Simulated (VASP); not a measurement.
# CuCl (Nantokite) (F-43m) in VASP: notebook, part 2 of 2

VASP 6.6.1. Earlier steps stand in the parts before.

### 4 Optical spectrum, PBE

Input file INCAR:

```
SYSTEM = CuCl
ALGO = Normal
CSHIFT = 0.1
EDIFF = 1E-6
ENCUT = 520
GGA = PE
ISIF = 2
ISMEAR = 0
LASPH = .True.
LCHARG = .False.
LOPTICS = .True.
LREAL = .False.
LWAVE = .False.
NBANDS = 41
NEDOS = 2000
NELM = 80
PREC = Accurate
SIGMA = 0.03
```

Input file KPOINTS:

```
k-points
0
Gamma
  10 10 10
  0 0 0
```

Input file POSCAR:

```
CuCl                                    
1.0
    0.0000000000      2.6497729766      2.6497729766
    2.6497729766      0.0000000000      2.6497729766
    2.6497729766      2.6497729766      0.0000000000
  Cu              Cl            
     1     1
Direct
     0.0000000000000000    0.0000000000000000    0.0000000000000000
     0.2500000000000000    0.2500000000000000    0.2500000000000000
```

Potentials or basis: VASP PAW PBE potentials, release 64 (Cu, Cl).

On the command line:

```
cat potpaw_PBE.64/Cu/POTCAR potpaw_PBE.64/Cl/POTCAR > POTCAR
mpirun -np 1 vasp_std > vasp.out
```

OUTCAR:

```text
SYSTEM = CuCl
   EDIFF = 1E-6
   ENCUT = 520
   GGA = PE
   ISIF = 2
   ISMEAR = 0
   LASPH = .True.
   LREAL = .False.
   NELM = 80
   PREC = Accurate

 ion  position               nearest neighbor table
   1  0.000  0.000  0.000-   2 2.29   2 2.29   2 2.29   2 2.29
   2  0.250  0.250  0.250-   1 2.29   1 2.29   1 2.29   1 2.29

[... 919 lines left out ...]
     2.33946     4.67632     4.67632     4.67632    -0.00000     0.00000    -0.00000
     3.11928     5.17906     5.17906     5.17906    -0.00000    -0.00000    -0.00000
     3.89910     5.50863     5.50863     5.50863    -0.00000    -0.00000    -0.00000
[... 92 lines left out ...]
    76.42229     0.92551     0.92551     0.92551     0.00000    -0.00000     0.00000
    77.20211     0.92718     0.92718     0.92718     0.00000    -0.00000     0.00000

  frequency dependent IMAGINARY DIELECTRIC FUNCTION (independent particle, no local field effects) current-current
     E(ev)      X         Y         Z        XY        YZ        ZX
  --------------------------------------------------------------------------------------------------------------
     0.00000    23.46161    23.46161    23.46161     0.00000    -0.00000     0.00000
     0.77982     1.65972     1.65972     1.65972     0.00000    -0.00000     0.00000
     1.55964     1.09933     1.09933     1.09933     0.00000    -0.00000    -0.00000
     2.33946     1.44758     1.44758     1.44758    -0.00000    -0.00000     0.00000
     3.11928     1.45732     1.45732     1.45732    -0.00000    -0.00000     0.00000
     3.89910     2.20025     2.20025     2.20025     0.00000     0.00000    -0.00000
[... 92 lines left out ...]
    76.42229     0.00002     0.00002     0.00002     0.00000     0.00000     0.00000
    77.20211     0.00002     0.00002     0.00002     0.00000     0.00000     0.00000

  frequency dependent      REAL DIELECTRIC FUNCTION (independent particle, no local field effects) current-current
     E(ev)        X           Y           Z          XY          YZ          ZX
  --------------------------------------------------------------------------------------------------------------
     0.00000     5.52959     5.52959     5.52959    -0.00000    -0.00000    -0.00000
     0.77982     4.93829     4.93829     4.93829    -0.00000    -0.00000    -0.00000
     1.55964     4.69523     4.69523     4.69523    -0.00000    -0.00000    -0.00000
     2.33946     4.57955     4.57955     4.57955    -0.00000    -0.00000    -0.00000
     3.11928     5.10268     5.10268     5.10268    -0.00000     0.00000    -0.00000
     3.89910     5.40669     5.40669     5.40669     0.00000    -0.00000    -0.00000
[... 92 lines left out ...]
    76.42229     0.92552     0.92552     0.92552     0.00000     0.00000     0.00000
    77.20211     0.92718     0.92718     0.92718     0.00000     0.00000     0.00000
```

Run time: 40 s. Hardware: 1 thread of AMD EPYC 9R45 (Zen 5), shared host; peak memory 0.19 GiB.

What came out:

* Free energy: -6.3080 eV
* Pressure: 4.1 GPa
* Band gap on the k mesh: 0.67 eV, direct

Levels at points of the mesh, in eV from the valence-band top:
```csv
k point,band 5,band 6,band 7,band 8,band 9,band 10,band 11,band 12,band 13,band 14
"(0.00, 0.00, 0.00)",-1.70,-1.70,0.00,0.00,0.00,0.67,6.74,6.74,6.74,11.85
"(0.50, 0.00, 0.00)",-1.62,-1.62,-1.55,-0.64,-0.64,3.01,7.07,7.19,7.19,12.24
"(0.50, 0.50, 0.00)",-1.85,-1.57,-1.48,-1.27,-1.27,3.39,4.59,9.11,11.43,11.43
```

Dielectric function (mean over the directions given):
```
energy (eV)  real part  imaginary part
       0.31       5.69            0.09
       0.78       5.09            0.63
       1.25       4.93            1.59
       1.79       5.15            0.83
       2.26       4.98            1.37
       2.81       5.22            0.95
       3.28       5.39            1.01
       3.82       5.74            1.85
       4.29       5.84            1.30
       4.83       5.83            3.22
       5.30       5.53            3.10
       5.85       5.82            3.64
       6.32       4.20            5.50
       6.86       3.91            4.05
       7.33       3.40            4.68
       7.80       3.46            5.30
       8.34       2.88            4.55
       8.81       2.04            5.02
       9.36       0.05            4.89
       9.83       0.90            4.43
      10.37       0.30            3.59
      10.84      -0.03            3.86
      11.39      -0.08            3.44
      11.85       0.09            2.30
      12.40       0.08            3.99
      12.87      -1.53            2.74
      13.41      -0.87            1.98
      13.88      -0.89            1.61
      14.35      -0.39            1.32
      14.89      -0.42            1.33
      15.36      -0.27            1.29
      15.91      -0.18            1.11
      16.38      -0.05            0.95
      16.92      -0.08            0.98
      17.39       0.03            0.96
      17.94       0.01            0.90
      18.40       0.04            0.95
      18.95       0.14            1.02
      19.42       0.01            0.64
      19.96       0.13            0.82
```

Caveat: spectra need much finer meshes, so this one isn't converged; independent-particle spectra lack excitons.

### 5 The runs side by side

```csv
task,level,k mesh,monkhorst-Pack mesh,gap on the mesh (eV),pressure (GPa)
band structure,r2SCAN,10 × 10 × 10,-,1.03,2.1
dielectric tensor,PBE,14 × 14 × 14,yes,-,-
optical spectrum,PBE,10 × 10 × 10,-,0.67,4.1
```

Alike in all rows: potentials or basis VASP PAW PBE potentials, release 64 (Cu, Cl); no spin polarisation; cell as given; cutoff (eV) 520; smearing gaussian 0.03 eV.

Caveats: the PAW data sets were made with another functional, which shifts forces and pressure a little (some runs); spectra need much finer meshes, so this one isn't converged (some runs); independent-particle spectra lack excitons (some runs).

Absolute energies hang on the potentials; compare differences alone.

### 6 Against experiment

Step 2. Against the measured gap of CuCl, 3.399 eV (direct; 4.2 K; a printed reference work, data compilation), the calculated 1.03 eV is off by -2.37 eV. So large a miss can be the level of theory's own, or it may mean another phase, state or a wrong row. The value is that of r2SCAN, without temperature or zero-point motion.

Step 4. Against the measured gap of CuCl, 3.399 eV (direct; 4.2 K; a printed reference work, data compilation), the calculated 0.67 eV is off by -2.73 eV. So large a miss can be the level of theory's own, or it may mean another phase, state or a wrong row. The value is that of PBE on a finite k mesh, which can miss the band edges, without temperature or zero-point motion. Semilocal functionals fall short of measured gaps as a rule.
